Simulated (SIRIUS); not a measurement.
Runs of SIRIUS 7.10.0 on Ag. The structure is hexagonal, space group P6/mmm (No. 191). The conventional cell has a = 5.537 Å, b = 5.537 Å, c = 2.803 Å, α = 90.00°, β = 90.00°, γ = 120.00°. Ag (site symmetry mmm) has 10 Ag at 2.77 to 3.10 Å as nearest neighbours. Around Ag (site symmetry 6/mmm) lie 14 Ag at 2.80 to 3.10 Å. The cell was built by a generator and needn't be a form met in nature.

```tsv
potentials or basis	cutoff (eV)	radial cutoff for the potentials' integrals	gap on the mesh (eV)	pressure (GPa)
SPMS 1.0 PBE (norm-conserving)	1127	6.5 bohr	none	(a)
GBRV 1.5 PBE (ultrasoft)	557	-	none	-2.0
SG15 1.2 PBE (norm-conserving)	1127	6.5 bohr	none	-0.4
PseudoDojo 0.5 PBE standard (scalar relativistic)	1127	6.5 bohr	none	-0.5
in-house norm-conserving set, PBE (scalar relativistic)	960	6.5 bohr	none	-0.4
SSSP 1.3.0 PBE efficiency	828	-	none	-0.5
PseudoDojo 0.4.1 PBE standard (scalar relativistic)	1127	6.5 bohr	none	-0.5
```

Alike in all rows: task single point; level PBE; no spin polarisation; cell as given; k mesh 3 × 3 × 5; smearing fermi-dirac 0.05 eV; the mesh is coarse, so values aren't converged.

**Question.** Estimate the missing entries.

**Answer.** (a) -0.3.

Caveats: all runs use coarse meshes.

A k mesh can miss the band edges, and the runs leave out spin-orbit coupling on Ag.

A gap of «none» marks a metal or a gap under the smearing width.
